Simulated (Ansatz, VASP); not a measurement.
# Sr in VASP and in Ansatz

The input INCAR:

```
PREC     = Accurate       # precision mode
ENCUT    = 520            # plane-wave cutoff, eV
EDIFF    = 1E-6           # SCF threshold, eV
ISMEAR   = 0              # smearing method
SIGMA    = 0.15           # smearing width, eV
LREAL    = F              # projectors in reciprocal space
LASPH    = T              # aspherical terms in the spheres
NELM     = 80             # most SCF steps
ALGO     = Fast           # electronic algorithm
ISIF     = 2              # what is computed and relaxed
LWAVE    = F              # write WAVECAR
LCHARG   = T              # write CHGCAR
GGA      = PE             # functional
LELF     = T              # ELF
LVHAR    = T            
NBANDS   = 11             # bands
```

The input KPOINTS:

```
Automatic mesh
0
Gamma
  18 18 18
```

File POSCAR:

```
Sr
1.0
   -2.1852073950      2.1852073950      2.2802164122
    2.1852073950     -2.1852073950      2.2802164122
    2.1852073950      2.1852073950     -2.2802164122
Sr
1
Direct
    0.0000000000      0.0000000000      0.0000000000
```

Input for Ansatz:

```yaml
crystal:
  lattice:
    - [-2.185207395, 2.185207395, 2.2802164122]
    - [2.185207395, -2.185207395, 2.2802164122]
    - [2.185207395, 2.185207395, -2.2802164122]
  atoms:
    - { symbol: Sr, position: [0.0, 0.0, 0.0] }
basis:
  ecutwfc: 420
kpoints:
  mp_grid: { grid: [18, 18, 18] }
hamiltonian:
  xc: pbe
scf:
  occupations: { method: gaussian, width: 0.15 }
output:
  forces: true
  stress: true
  eigenvalues: true
```

Change from the starting cell: strain -0.080 along x and y, -0.040 along z, atoms carried along.

Alike in both runs: task single point; functional PBE; k mesh 18 × 18 × 18; occupations gaussian, width 0.15 eV; no spin polarisation.

|  | VASP | Ansatz |
| --- | --- | --- |
| version | VASP 6.6.1 | Ansatz 0.2.0 |
| potentials or method | VASP PAW PBE potentials, release 64 (Sr_sv) | scalar-relativistic, plane waves, PAW |
| plane-wave cutoff (eV) | 520 | 420 |
| valence electrons in the cell | 10 | 10 |

|  | VASP | Ansatz | Ansatz less VASP |
| --- | --- | --- | --- |
| gap on the k mesh at the Fermi level (eV) | none | none | - |
| pressure (GPa) | 3.6 | 3.6 | -0.02 |
| largest component of the traceless stress (GPa) | 0.17 | 0.17 | -0.001 |

A gap of «none» marks a metal or a gap that the smearing closes. The functional is the same, so the differences come from potentials, cutoffs and numerics.
